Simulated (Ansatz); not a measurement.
Is this Si structure a true minimum?

The cell was reached from a generator's guess, though it ends in a space group that the Crystallography Open Database lists for this formula.

The calculation used DFT PBE, scalar-relativistic, plane waves, PAW in Ansatz 0.2.0. Cutoff 420 eV; k points 8×8×4 on the computed 4-atom cell (Γ-centred); Gaussian smearing, width 0.02 eV; no spin polarisation.

The cell below (4 atoms, space group Fd-3m (No. 227)) is relaxed within its symmetry.

```cif
data_structure
_symmetry_space_group_name_H-M 'P 1'
_symmetry_Int_Tables_number 1
_cell_length_a 3.8679
_cell_length_b 3.8679
_cell_length_c 6.6992
_cell_angle_alpha 73.229
_cell_angle_beta 73.229
_cell_angle_gamma 60.005
_cell_volume 81.84
loop_
_atom_site_label
_atom_site_type_symbol
_atom_site_fract_x
_atom_site_fract_y
_atom_site_fract_z
_atom_site_occupancy
Si1 Si 0.06250 0.56250 0.81250 1
Si2 Si 0.43750 0.93750 0.68750 1
Si3 Si 0.93750 0.43750 0.18750 1
Si4 Si 0.56250 0.06250 0.31250 1
```

For the test a repeat of it with 8 atoms (edges 3.87, 3.87, 12.83 Å) was strained at random (σ = 1.5 % a component), the atoms were moved at random (σ = 0.05 Å), and all was relaxed again on a coarse 4×4×4 mesh (in the run’s order of axes) with 0.10 eV smearing, with no symmetry imposed.

**Question.** Does it come back?

**Answer.** It returns, within 1 meV/atom of the unmoved cell on that mesh and with the same symmetry when read at 0.1 Å (P-1 at 0.01 Å, so small strains and shifts remain). So it is stable against the distortions that fit this cell and that this random move excites. Modes that don't fit the cell aren't tested.
